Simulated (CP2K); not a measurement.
Here is a CP2K 2026.2 calculation.

zrse2_bands.inp

```
&GLOBAL
  PROJECT zrse2_bands
  RUN_TYPE ENERGY_FORCE
  PRINT_LEVEL LOW
&END GLOBAL
&FORCE_EVAL
  METHOD QS
  STRESS_TENSOR ANALYTICAL
  &DFT
    BASIS_SET_FILE_NAME BASIS_MOLOPT_UZH
    POTENTIAL_FILE_NAME POTENTIAL_UZH
    &MGRID
      CUTOFF 700
      REL_CUTOFF 60
      NGRIDS 4
    &END MGRID
    &QS
      METHOD GPW
      EPS_DEFAULT 1.0E-9
    &END QS
    &KPOINTS
      SCHEME MONKHORST-PACK 8 8 5
      GAMMA_CENTERED T
      SYMMETRY T
      SYMMETRY_BACKEND SPGLIB
    &END KPOINTS
    &SCF
      SCF_GUESS ATOMIC
      EPS_SCF 1.0E-6
      MAX_SCF 100
      ADDED_MOS 15
      CHOLESKY OFF
      EPS_EIGVAL 1.0E-7
      &DIAGONALIZATION ON
        ALGORITHM STANDARD
      &END DIAGONALIZATION
      &MIXING ON
        METHOD BROYDEN_MIXING
        ALPHA 0.4
        BETA 1.5
        NBUFFER 8
      &END MIXING
      &SMEAR ON
        METHOD FERMI_DIRAC
        ELECTRONIC_TEMPERATURE [K] 116.045
      &END SMEAR
    &END SCF
    &XC
      &XC_FUNCTIONAL
        &MGGA_X_R2SCAN
        &END MGGA_X_R2SCAN
        &MGGA_C_R2SCAN
        &END MGGA_C_R2SCAN
      &END XC_FUNCTIONAL
    &END XC
    &PRINT
      &KPOINTS ON
      &END KPOINTS
      &MULLIKEN ON
      &END MULLIKEN
      &MO ON
        ENERGIES T
        OCCUPATION_NUMBERS T
        &EACH
          QS_SCF 0
        &END EACH
        ADD_LAST NUMERIC
      &END MO
      &BAND_STRUCTURE
        FILE_NAME bands.bs
        ADDED_MOS 6
        &KPOINT_SET
          UNITS B_VECTOR
          NPOINTS 6
          SPECIAL_POINT GAMMA 0.00000000 0.00000000 0.00000000
          SPECIAL_POINT M 0.50000000 0.00000000 0.00000000
          SPECIAL_POINT K 0.33333333 0.33333333 0.00000000
          SPECIAL_POINT GAMMA 0.00000000 0.00000000 0.00000000
          SPECIAL_POINT A 0.00000000 0.00000000 0.50000000
          SPECIAL_POINT L 0.50000000 0.00000000 0.50000000
          SPECIAL_POINT H 0.33333333 0.33333333 0.50000000
          SPECIAL_POINT A 0.00000000 0.00000000 0.50000000
        &END KPOINT_SET
        &KPOINT_SET
          UNITS B_VECTOR
          NPOINTS 6
          SPECIAL_POINT L 0.50000000 0.00000000 0.50000000
          SPECIAL_POINT M 0.50000000 0.00000000 0.00000000
        &END KPOINT_SET
        &KPOINT_SET
          UNITS B_VECTOR
          NPOINTS 6
          SPECIAL_POINT K 0.33333333 0.33333333 0.00000000
          SPECIAL_POINT H 0.33333333 0.33333333 0.50000000
        &END KPOINT_SET
      &END BAND_STRUCTURE
    &END PRINT
  &END DFT
  &SUBSYS
    &CELL
      A 3.7980000000 0.0000000000 0.0000000000
      B -1.8990000000 3.2891644836 0.0000000000
      C 0.0000000000 0.0000000000 6.1920000000
      PERIODIC XYZ
    &END CELL
    &COORD
      SCALED
      Zr  0.0000000000 0.0000000000 0.0000000000
      Se  0.6666666667 0.3333333333 0.7500000000
      Se  0.3333333333 0.6666666667 0.2500000000
    &END COORD
    &KIND Zr
      BASIS_SET TZVP-MOLOPT-SCAN-GTH-q12
      POTENTIAL GTH-SCAN-q12
    &END KIND
    &KIND Se
      BASIS_SET TZVP-MOLOPT-SCAN-GTH-q6
      POTENTIAL GTH-SCAN-q6
    &END KIND
    &PRINT
      &ATOMIC_COORDINATES ON
      &END ATOMIC_COORDINATES
      &CELL ON
      &END CELL
    &END PRINT
  &END SUBSYS
  &PRINT
    &FORCES ON
    &END FORCES
    &STRESS_TENSOR ON
    &END STRESS_TENSOR
  &END PRINT
&END FORCE_EVAL
```

Potentials or basis: POTENTIAL_UZH Zr GTH-SCAN-q12, Se GTH-SCAN-q6; TZVP-MOLOPT-SCAN-GTH basis.

The run is started by

```sh
$ OMP_NUM_THREADS=1 cp2k.psmp -i zrse2_bands.inp -o zrse2_bands.out
```

Q: Estimate the pressure.

A: 1.4 GPa.

Q: Predict the largest force.

A: 0.170 eV/Å.

Q: Predict the Mulliken charges.

A: Zr +0.44; Se -0.22 e.

Q: What does it give for the band gap along the path?

A: 0.71 eV, indirect (least direct gap 1.40 eV).

Levels at the corners of the path, in eV from the valence-band top:
| point | band 9 | band 10 | band 11 | band 12 | band 13 | band 14 | band 15 | band 16 |
| --- | --- | --- | --- | --- | --- | --- | --- | --- |
| Γ | -2.85 | -0.07 | -0.07 | -0.01 | 1.39 | 1.39 | 2.00 | 4.71 |
| M | -2.70 | -2.61 | -2.12 | -1.38 | 0.89 | 2.95 | 3.33 | 5.42 |
| K | -3.60 | -2.33 | -2.33 | -1.74 | 2.10 | 3.00 | 3.00 | 4.54 |
| Γ | -2.85 | -0.07 | -0.07 | -0.01 | 1.39 | 1.39 | 2.00 | 4.71 |
| A | -2.81 | -2.04 | -0.23 | -0.23 | 1.36 | 1.36 | 2.40 | 5.12 |
| L | -2.79 | -2.57 | -1.07 | -0.97 | 0.71 | 2.94 | 3.32 | 4.91 |
| H | -3.36 | -2.35 | -2.06 | -2.06 | 2.18 | 2.63 | 2.63 | 5.33 |
| A | -2.81 | -2.04 | -0.23 | -0.23 | 1.36 | 1.36 | 2.40 | 5.12 |
| L | -2.79 | -2.57 | -1.07 | -0.97 | 0.71 | 2.94 | 3.32 | 4.91 |
| M | -2.70 | -2.61 | -2.12 | -1.38 | 0.89 | 2.95 | 3.33 | 5.42 |
| K | -3.60 | -2.33 | -2.33 | -1.74 | 2.10 | 3.00 | 3.00 | 4.54 |
| H | -3.36 | -2.35 | -2.06 | -2.06 | 2.18 | 2.63 | 2.63 | 5.33 |

Caveat: the basis of atomic orbitals isn't converged, which shifts pressures, moduli and gaps.

**Experimental background.**

“Stress-Tuned Optical Transitions in Layered 1T-MX2 (M= Hf, Zr, Sn; X= S, Se) Crystals”, 2022, arxiv:2210.12074 quotes, for a bulk crystal of ZrSe2: band gap 1.2 eV (indirect).

A measured gap of ZrSe2 is 1.2 eV (indirect; quoted in “Stress-Tuned Optical Transitions in Layered 1T-MX2 (M= Hf, Zr, Sn; X= S, Se) Crystals”, 2022, arxiv:2210.12074); the calculated 0.71 eV misses it by -0.49 eV. Spin-orbit coupling on Se, Zr is left out. The value is that of r2SCAN in an atomic basis (POTENTIAL_UZH Zr GTH-SCAN-q12, Se GTH-SCAN-q6; TZVP-MOLOPT-SCAN-GTH basis), whose error adds to the functional's,, without temperature or zero-point motion.
